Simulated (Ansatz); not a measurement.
K: do energies and stresses tell the same story?

Computed with DFT PBE, scalar-relativistic, plane waves, PAW in Ansatz.

Settings: cutoff 420 eV, Γ-centred mesh 6×6×4 on the computed 5-atom cell, Gaussian smearing of 0.10 eV; no spin polarisation.

Relaxed cell: Cmmm, a = 8.650 Å, b = 8.665 Å, c = 11.281 Å, α = 90.00°, β = 90.00°, γ = 90.00°, 5 atoms in the primitive cell. This form isn't the element's structure at ambient conditions.

Energies at zero smearing and pressures from the stress tensor, at volumes with shape and atoms relaxed:
```tsv
V (Å³/atom)	E − E(first) (meV/atom)	P (GPa)
74.409	0.00	0.414
76.946	-5.44	0.287
79.483	-9.02	0.177
82.019	-10.99	0.082
84.556	-11.56	-0.001
87.093	-10.91	-0.073
89.629	-9.20	-0.135
93.012	-5.52	-0.207
```

Task: Check P = −dE/dV between neighbouring volumes, and get the bulk modulus from the pressures alone.

Result: With 1 eV/Å³ = 160.2 GPa:
```
middle V (Å³/atom)  −ΔE/ΔV (GPa) mean P (GPa)
            75.678         0.344         0.351
            78.214         0.226         0.232
            80.751         0.124         0.130
            83.288         0.036         0.041
            85.824        -0.041        -0.037
            88.361        -0.108        -0.104
            91.320        -0.175        -0.171
```

The two differ by 0.007 GPa at most. The mean of two end pressures misses the average over a step by about ΔV² P″/12, up to 0.002 GPa here; with that taken off 0.005 GPa remains. The stress is the derivative of the free energy, not of the energy at zero smearing, and with free energies 0.00 GPa remains. Around V = 84.556 Å³/atom, the two neighbours give B = −V ΔP/ΔV = 84.556 × 0.155 / 5.073 = 2.6 GPa, against B0 = 2.6 GPa from the Birch–Murnaghan fit of the energies.